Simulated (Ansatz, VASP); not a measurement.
# KCl: VASP beside Ansatz

```
K Cl
1.0
     3.77081    0.00000    0.00000
     0.00000    3.77081    0.00000
     0.00000    0.00000    3.77081
K Cl
1 1
Direct
  0.00000 0.00000 0.00000
  0.50000 0.50000 0.50000
```

Alike in both runs: task single point; functional PBEsol; k mesh 6 × 6 × 6; no spin polarisation.

```csv
,VASP,Ansatz
version,VASP 6.6.1,Ansatz 0.2.0
potentials or method,"VASP PAW PBE potentials, release 64 (K_sv, Cl)",plane waves
plane-wave cutoff (eV),520,420
occupations,"gaussian, width 0.01 eV",fixed
valence electrons in the cell,16,16
```

|  | VASP | Ansatz | Ansatz less VASP |
| --- | --- | --- | --- |
| gap on the k mesh at the Fermi level (eV) | 4.84 | 4.84 | +0.004 |
| pressure (GPa) | -0.5 | -0.5 | -0.04 |

Caveats: the PAW data sets were made with another functional, which shifts forces and pressure a little (VASP). A k mesh can miss the band edges. PBEsol gaps usually lie below the measured ones, often by a third to a half.
